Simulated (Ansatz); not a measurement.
Wanted: the native input for an Ansatz 0.2.0 run.

```
Task                : band structure
Functional          : LDA
Potentials or basis : all-electron LAPW, scalar-relativistic
Cutoff              : 260 eV (chosen from the basis error)
Basis error allowed : 0.002 eV/atom
k mesh              : 10 × 10 × 3
Occupations         : fermi-dirac, width 0.05 eV
Spin                : no spin polarisation
```

Crystal: WS2 (Tungstenite).

```
W S
1.0
     3.18000    0.00000    0.00000
    -1.59000    2.75396    0.00000
     0.00000    0.00000   12.50000
W S
2 4
Direct
  0.66667 0.33333 0.75000
  0.33333 0.66667 0.25000
  0.66667 0.33333 0.37500
  0.33333 0.66667 0.87500
  0.66667 0.33333 0.12500
  0.33333 0.66667 0.62500
```

These files were run (other wordings do the same):

input.yaml

```yaml
crystal:
  lattice:
    - [3.18, 0.0, 0.0]
    - [-1.59, 2.753960784, 0.0]
    - [0.0, 0.0, 12.5]
  atoms:
    - { symbol: W, position: [0.6666666667, 0.3333333333, 0.75] }
    - { symbol: W, position: [0.3333333333, 0.6666666667, 0.25] }
    - { symbol: S, position: [0.6666666667, 0.3333333333, 0.375] }
    - { symbol: S, position: [0.3333333333, 0.6666666667, 0.875] }
    - { symbol: S, position: [0.6666666667, 0.3333333333, 0.125] }
    - { symbol: S, position: [0.3333333333, 0.6666666667, 0.625] }
kpoints:
  mp_grid: { grid: [10, 10, 3] }
  band_path:
    path:
      - [0.0, 0.0, 0.0]
      - [0.5, 0.0, 0.0]
      - [0.3333333333, 0.3333333333, 0.0]
      - [0.0, 0.0, 0.0]
      - [0.0, 0.0, 0.5]
      - [0.5, 0.0, 0.5]
      - [0.3333333333, 0.3333333333, 0.5]
      - [0.0, 0.0, 0.5]
    npoints: 8
scf:
  occupations: { method: fermi_dirac, width: 0.05 }
hamiltonian:
  xc: lda
  pseudopotentials: { kind: all_electron, lapw: { basis_error: 0.002 } }
output:
  forces: true
  stress: true
  eigenvalues: true
```

Potentials or basis: all-electron LAPW, scalar-relativistic.

Launch:

```sh
$ ansatz run input.yaml --threads 4 --pin off --max-ram 12288MiB --backend cpu --events-out ev --progress --plain --runs-dir out
```

Results of the run:

- Pressure: -5.6 GPa
- Largest force: 0.356 eV/Å
- Band gap on the k mesh: 1.04 eV, indirect (least direct gap 2.06 eV)
- Band gap along the path: 0.97 eV, indirect (least direct gap 1.72 eV)

Caveat: spin-orbit coupling is left out, which moves the levels of the heavy elements.

Wall time 31 s on 4 threads of Arm Neoverse V2, on a shared host, peak memory 0.7 GiB.
